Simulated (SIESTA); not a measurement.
Cu in SIESTA: the effect of functional

Crystal: Cu.

```
Cu
1.0
     0.00000    1.80750    1.80750
     1.80750    0.00000    1.80750
     1.80750    1.80750    0.00000
Cu
1
Direct
  0.00000 0.00000 0.00000
```

Alike in all runs:

- Program: SIESTA 5.4.2
- Task: band structure
- Basis: DZP (energy shift 0.003 Ry; two zetas on semicore shells)
- Grid cutoff: 800 Ry
- Energy shift: 0.003 Ry
- k mesh: 13 × 13 × 13
- Occupations: fermi-dirac, width 0.05 eV
- Spin: no spin polarisation

```csv
functional,potentials or basis,pressure (GPa)
LDA,PseudoDojo 0.4 standard (LDA files),-13.4
PBEsol,PseudoDojo 0.4 standard (PBEsol files),-7.4
AM05,PseudoDojo 0.4 standard (PBEsol files),-7.8
WC,PseudoDojo 0.4 standard (PBEsol files),-6.8
PBE,PseudoDojo 0.4 standard (PBE files),1.1
PW91,PseudoDojo 0.4 standard (PBE files),?
revPBE,PseudoDojo 0.4 standard (PBE files),5.4
RPBE,PseudoDojo 0.4 standard (PBE files),7.1
BLYP,PseudoDojo 0.4 standard (PBE files),7.5
```

What does the run with functional PW91 give?

Pressure 0.5 GPa.

Caveats: short orbitals over semicore shells can move pressures by several GPa; the basis of atomic orbitals isn't converged, which shifts pressures, moduli and gaps; the potentials were made for another functional, which shifts forces and pressure (some runs).
